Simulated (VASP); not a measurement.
# Br2 in VASP: settings compared

Aim: see how the results for Br2 move with the level of theory and the settings. Levels: HSE06+D3(BJ), PBE+D3(BJ). Tasks: single point, vibrations by finite differences.

Program: VASP 6.6.1. These are calculated values, not measurements. Logs are shortened: lines on timing, memory, paths and dates and some standing lists are left out, and cuts for length are marked.

## (1) Starting point

The cell holds a molecule in a box, 2 atoms: a = 12.472 Å, b = 12.972 Å, c = 13.472 Å, α = 90.00°, β = 90.00°, γ = 90.00°.

## (2) Single point, HSE06+D3(BJ)

File POSCAR:

```
Br                                      
1.0
   12.4722938544      0.0000000000      0.0000000000
    0.0000000000     12.9722938544      0.0000000000
    0.0000000000      0.0000000000     13.4722938544
  Br            
     2
Selective dynamics
Direct
     0.5078502952000008    0.4603059263999967    0.5731981456000028   F   F   F
     0.4919773384325052    0.5483676664406775    0.4251855135840616   T   T   T
```

File INCAR.step1:

```
ALGO = Normal ; EDIFF = 1E-5
ENCUT = 400 ; GGA = PE
ISIF = 2 ; ISMEAR = 0
ISYM = 0 ; LASPH = True
LCHARG = False ; LREAL = False
LWAVE = True ; NELM = 60
PREC = Accurate ; SIGMA = 0.01
TIME = 0.4
```

File INCAR.step2:

```
ALGO = Damped ; EDIFF = 1E-6
ENCUT = 400 ; GGA = PE
HFSCREEN = 0.2 ; ISIF = 2
ISMEAR = 0 ; ISTART = 1
ISYM = 0 ; IVDW = 12
LASPH = True ; LCHARG = False
LHFCALC = True ; LREAL = False
LWAVE = False ; NELM = 60
PREC = Accurate ; PRECFOCK = Fast
SIGMA = 0.01 ; TIME = 0.4
VDW_A1 = 0.383 ; VDW_A2 = 5.685
VDW_S6 = 1.0 ; VDW_S8 = 2.31
```

File KPOINTS:

```
k-points
0
Gamma
  1 1 1
```

Potentials or basis: VASP PAW PBE potentials, release 64 (Br).

Run with:

```
$ cat potpaw_PBE.64/Br/POTCAR > POTCAR
$ cp INCAR.step1 INCAR
$ mpirun -np 4 vasp_gam > vasp.out
$ cp INCAR.step2 INCAR
$ mpirun -np 4 vasp_gam > vasp.out
```

OUTCAR:

```text
EDIFF = 1E-6
   ENCUT = 400
   GGA = PE
   HFSCREEN = 0.2
   ISIF = 2
   ISMEAR = 0
   ISTART = 1
   ISYM = 0
   IVDW = 12
   LASPH = True
   LHFCALC = True
   LREAL = False
   NELM = 60
   PREC = Accurate
   PRECFOCK = Fast
 IVDW          = 12

 ion  position               nearest neighbor table
   1  0.508  0.460  0.573-   2 2.31
   2  0.492  0.548  0.425-   1 2.31

IMPORTANT INFORMATION: All symmetrisations will be switched off!
NOSYMM: (Re-)initialisation of all symmetry stuff for point group C_1.

----------------------------------------------------------------------------------------

                                     Primitive cell

  volume of cell :    2179.7398

  direct lattice vectors                    reciprocal lattice vectors
    12.472293854  0.000000000  0.000000000     0.080177713  0.000000000  0.000000000
     0.000000000 12.972293854  0.000000000     0.000000000  0.077087369  0.000000000
     0.000000000  0.000000000 13.472293854     0.000000000  0.000000000  0.074226409

  length of vectors
    12.472293854 12.972293854 13.472293854     0.080177713  0.077087369  0.074226409

  position of ions in fractional coordinates (direct lattice)
     0.507850295  0.460305926  0.573198146
     0.491977338  0.548367666  0.425185514

  ion indices of the primitive-cell ions
   primitive index   ion index
                 1           1
                 2           2

----------------------------------------------------------------------------------------

 KPOINTS: k-points

Automatic generation of k-mesh.
 Grid dimensions read from file:
 generate k-points for:    1    1    1

 Generating k-lattice:

  Cartesian coordinates                     Fractional coordinates (reciprocal lattice)
     0.080177713  0.000000000  0.000000000     1.000000000  0.000000000  0.000000000
     0.000000000  0.077087369  0.000000000     0.000000000  1.000000000  0.000000000
     0.000000000  0.000000000  0.074226409     0.000000000  0.000000000  1.000000000

  Length of vectors
     0.080177713  0.077087369  0.074226409

  Shift w.r.t. Gamma in fractional coordinates (k-lattice)
     0.000000000  0.000000000  0.000000000

 Subroutine IBZKPT returns following result:
 ===========================================

 Found      1 irreducible k-points:

 Following reciprocal coordinates:
            Coordinates               Weight
  0.000000  0.000000  0.000000      1.000000
   k-points           NKPTS =      1   k-points in BZ     NKDIM =      1   number of bands    NBANDS=     12
   number of dos      NEDOS =    301   number of ions     NIONS =      2
   total plane-waves  NPLWV = 680400
   dimension x,y,z NGX =    84 NGY =   90 NGZ =   90
   dimension x,y,z NGXF=   168 NGYF=  180 NGZF=  180
   ions per type =               2
   NGX,Y,Z   is equivalent  to a cutoff of  11.20, 11.53, 11.11 a.u.
   NGXF,Y,Z  is equivalent  to a cutoff of  22.39, 23.07, 22.21 a.u.
 SYSTEM =  unknown system
   PREC   = accura    normal or accurate (medium, high low for compatibility)
   ISTART =      1    job   : 0-new  1-cont  2-samecut
   ICHARG =      0    charge: 1-file 2-atom 10-const
   ISPIN  =      1    spin polarized calculation?
   LNONCOLLINEAR =      F non collinear calculations
   LSORBIT =      F    spin-orbit coupling
   LASPH  =      T    aspherical Exc in radial PAW
   ENCUT  =  400.0 eV  29.40 Ry    5.42 a.u.  20.34 21.15 21.97*2*pi/ulx,y,z
   NELM   =     60;   NELMIN=  2; NELMDL=  0     # of ELM steps
   EDIFF  = 0.1E-05   stopping-criterion for ELM
   LREAL  =      F    real-space projection
   EDIFFG = 0.1E-04   stopping-criterion for IOM
   NSW    =      0    number of steps for IOM
   IBRION =     -1    ionic relax: 0-MD 1-quasi-New 2-CG
   NFREE  =      0    steps in history (QN), initial steepest desc. (CG)
   ISIF   =      2    stress and relaxation
   ISYM   =      0    0-nonsym 1-usesym 2-fastsym
   POTIM  = 0.5000    time-step for ionic-motion
   TEBEG  =    0.0;   TEEND  =   0.0 temperature during run
   PSTRESS=    0.0 pullay stress
   NELECT =      14.0000    total number of electrons
   NUPDOWN=      -1.0000    fix difference up-down
   EMIN   =  10.00;   EMAX   =-10.00  energy-range for DOS
   EFERMI =   0.00;   METHOD = LEGACY
   ISMEAR =     0;   SIGMA  =   0.01  broadening in eV -4-tet -1-fermi 0-gaus
   EFERMI_NEDOS =   21; number of points for ismear=-14 and -15
   IALGO  =     53    algorithm
   IMIX   =      4    mixing-type and parameters
     AMIX     =   0.40;   BMIX     =  1.00
     AMIX_MAG =   1.60;   BMIX_MAG =  1.00
  volume/ion in A,a.u.               =    1089.87      7354.81
  Fermi-wavevector in a.u.,A,eV,Ry     =   0.304310  0.575062  1.259960  0.092604
  Thomas-Fermi vector in A             =   1.176283
   LORBIT       =      0    0 simple, 1 ext, 2 COOP (PROOUT), +10 PAW based schemes
   GGA     = PE    functional components
   LHFCALC =     T    Hartree Fock is set to
   PRECFOCK=fast      Normal, Fast or Accurate (Low or Medium for compatibility)
   ENCUT4O =  -1.0   cutoff for four orbital integrals eV
   NKREDX  =     1    reduce k-point grid by
   NKREDY  =     1    reduce k-point grid by
   NKREDZ  =     1    reduce k-point grid by
   AEXX    =    0.2500 exact exchange contribution
   HFSCREEN=    0.2000 screening length (either q_TF or 0.3 A-1)
   HFSCREENC=   0.2000 screening length for correlation (either q_TF or 0.3 A-1)
   ENCUTFOCK=  -1.0 apply spherical cutoff to Coloumb kernel
   IVDW    =    12    specifies the selected vdW correction
   LEPSILON=     F    determine dielectric tensor
   LRPA    =     F    only Hartree local field effects (RPA)
 non-spin polarized calculation
 Gauss-broadening in eV      SIGMA  =   0.01
  energy-cutoff  :      400.00
  volume of cell :     2179.74
 maximum number of plane-waves:     19819
 NGX is ok and might be reduce to    84
  NGX = 42; NGY = 48; NGZ = 48
   NGX = 41   NGY = 43   NGZ = 43

 number of electron      13.9999996 magnetization

 Free energy of the ion-electron system (eV)
  ---------------------------------------------------
  ext. energy  EPLUGINS =         0.00000000
  ---------------------------------------------------
  free energy    TOTEN  =        -4.42192514 eV

  energy without entropy =       -4.42192514  energy(sigma->0) =       -4.42192514

 E-fermi :  -7.5021     XC(G=0):  -0.4658

 val. band max:       -7.5626179854   @ k =   0.0000   0.0000   0.0000
 cond. band min:      -3.9267719912   @ k =   0.0000   0.0000   0.0000
 fundamental gap:      3.6358459943
 Fermi energy:        -7.5020925478

 k-point     1 :       0.0000    0.0000    0.0000
  band No.  band energies     occupation
      1     -23.8044      2.00000
      2     -20.7528      2.00000
      3     -11.4135      2.00000
      4      -9.7053      2.00000
      5      -9.7051      2.00000
      6      -7.5629      2.00000
      7      -7.5626      2.00000
      8      -3.9268      0.00000
      9      -0.2835      0.00000
     10       0.6179      0.00000
     11       0.6655      0.00000
     12       0.7825      0.00000

------------------------ aborting loop because EDIFF is reached ----------------------------------------

 Edisp (eV)   -0.03054

 E8    (eV) :    -0.0199

  FORCE on cell =-STRESS in cart. coord.  units (eV):
  Direction    XX          YY          ZZ          XY          YZ          ZX
  --------------------------------------------------------------------------------------
  -------------------------------------------------------------------------------------
  Total      -0.02591    -0.30595    -0.88455     0.04897     0.49362    -0.08563
  in kB      -0.01904    -0.22488    -0.65017     0.03600     0.36283    -0.06294
  external pressure =       -0.30 kB  Pullay stress =        0.00 kB

 VOLUME and BASIS-vectors are now :
 -----------------------------------------------------------------------------
  energy-cutoff  :      400.00
  volume of cell :     2179.74
      direct lattice vectors                 reciprocal lattice vectors
    12.472293854  0.000000000  0.000000000     0.080177713  0.000000000  0.000000000
     0.000000000 12.972293854  0.000000000     0.000000000  0.077087369  0.000000000
     0.000000000  0.000000000 13.472293854     0.000000000  0.000000000  0.074226409

 POSITION                                       TOTAL-FORCE (eV/Angst)
 -----------------------------------------------------------------------------------
      6.33406      5.97122      7.72229        -0.043366      0.247876     -0.433343
      6.13609      7.11359      5.72822         0.043366     -0.247876      0.433343
 -----------------------------------------------------------------------------------
    total drift:                                0.000033     -0.000437     -0.000127

  FREE ENERGIE OF THE ION-ELECTRON SYSTEM (eV)
  ---------------------------------------------------
  free  energy   TOTEN  =        -4.4524689039 eV

  energy  without entropy=       -4.4524689039  energy(sigma->0) =       -4.45246890
```

It took 42 s on 4 MPI ranks of Intel Xeon 6975P-C (Granite Rapids), shared host; peak memory 0.56 GiB.

Results:

- Free energy: -4.4525 eV
- Largest force: 0.501 eV/Å
- Gap between the frontier levels: 3.64 eV
- Dispersion energy per atom: -0.015 eV

Forces in eV/Å, atoms in the order of the input:
```
Br  -0.043  0.248 -0.433
Br   0.043 -0.248  0.433
```

Caveat: the PAW data sets were made with another functional, which shifts forces and pressure a little.

## (3) Vibrations by finite differences, PBE+D3(BJ)

File INCAR:

```
ALGO = Fast ; EDIFF = 1E-7
ENCUT = 400 ; GGA = PE
IBRION = 5 ; ISIF = 2
ISMEAR = 0 ; ISYM = 0
IVDW = 12 ; LASPH = True
LCHARG = False ; LREAL = False
LWAVE = False ; NELM = 60
NFREE = 2 ; NSW = 1
POTIM = 0.015 ; PREC = Accurate
SIGMA = 0.01
```

KPOINTS is that of step 2.

File POSCAR:

```
Br                                      
1.0
   12.4722938544      0.0000000000      0.0000000000
    0.0000000000     12.9722938544      0.0000000000
    0.0000000000      0.0000000000     13.4722938544
  Br            
     2
Selective dynamics
Direct
0.5078502952000008  0.4603059263999967  0.5731981456000028  T T T
0.4919773384325052  0.5483676664406775  0.4251855135840616  T T T
```

Potentials or basis: VASP PAW PBE potentials, release 64 (Br).

Run with:

```
$ cat potpaw_PBE.64/Br/POTCAR > POTCAR
$ mpirun -np 4 vasp_gam > vasp.out
```

Wall time 2.8 min (4 MPI ranks of Intel Xeon 6975P-C (Granite Rapids), shared host); peak memory 0.46 GiB.

Results (log left out):

```
Highest phonon frequency at Γ : 314 cm⁻¹
Dispersion energy per atom    : -0.018 eV
```

Phonon frequencies in cm⁻¹ (negative: imaginary):
```
              q point      frequencies
(0.000, 0.000, 0.000)  -6 -4 0 2 5 314
```
